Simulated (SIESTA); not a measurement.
Input of a SIESTA 5.4.2 run:

MoSe4.fdf

```
SystemName                      MoSe4
SystemLabel                     MoSe4
NumberOfSpecies                 2
NumberOfAtoms                   5
%block ChemicalSpeciesLabel
  1  34 Se
  2  42 Mo
%endblock ChemicalSpeciesLabel

LatticeConstant                 1.0 Ang
%block LatticeVectors
     3.3203649265     0.0000000000     0.0000000000
    -1.6601824632     2.8755203762     0.0000000000
     0.0000000000     0.0000000000    46.8749169045
%endblock LatticeVectors
AtomicCoordinatesFormat         Fractional
%block AtomicCoordinatesAndAtomicSpecies
     0.3333333300     0.6666666600     0.1600002836  1  Se
     0.3333333300     0.6666666600     0.4647189922  1  Se
     0.0000000000     0.0000000000     0.5000000000  2  Mo
     0.3333333300     0.6666666600     0.5352810078  1  Se
     0.3333333300     0.6666666600     0.8399997164  1  Se
%endblock AtomicCoordinatesAndAtomicSpecies

%block kgrid.MonkhorstPack
    9   0   0  0.0
    0   9   0  0.0
    0   0   1  0.0
%endblock kgrid.MonkhorstPack
XC.Functional                   GGA
XC.Authors                      PBE
PAO.BasisSize                   DZP
PAO.EnergyShift                 0.003 Ry
Mesh.Cutoff                     800 Ry
OccupationFunction              FD
ElectronicTemperature           0.05 eV
Slab.DipoleCorrection           vacuum
MaxSCFIterations                120
SCF.MustConverge                false
SCF.Mixer.Method                Pulay
SCF.Mixer.Weight                0.25
SCF.Mixer.History               8
SCF.DM.Tolerance                5.0e-05
SCF.H.Tolerance                 1.0e-03 eV
WriteForces                     true
Charge.Mulliken                 end
%block PAO.Basis
  Se 4
  n=4 0 2
    5.139 0.000
  n=4 1 2
    6.735 0.000
  n=3 2 2
    2.657 0.000
  n=4 2 1
    6.735
  Mo 5
  n=4 0 2
    3.234 0.000
  n=5 0 2
    8.986 0.000
  n=4 1 2
    3.729 0.000
  n=5 1 1
    8.986
  n=4 2 2
    6.762 0.000
%endblock PAO.Basis
```

Potentials or basis: Ansatz (PBE files), DZP (energy shift 0.003 Ry; two zetas on semicore shells).

Command:

```console
$ siesta MoSe4.fdf > MoSe4.out 2>&1
```

(1) Estimate the largest force.

(2) Estimate the band gap on the k mesh.

Answers

(1) 0.994 eV/Å.

(2) none (metal or under the smearing width).

Caveat: the basis of atomic orbitals isn't converged, which shifts pressures, moduli and gaps.
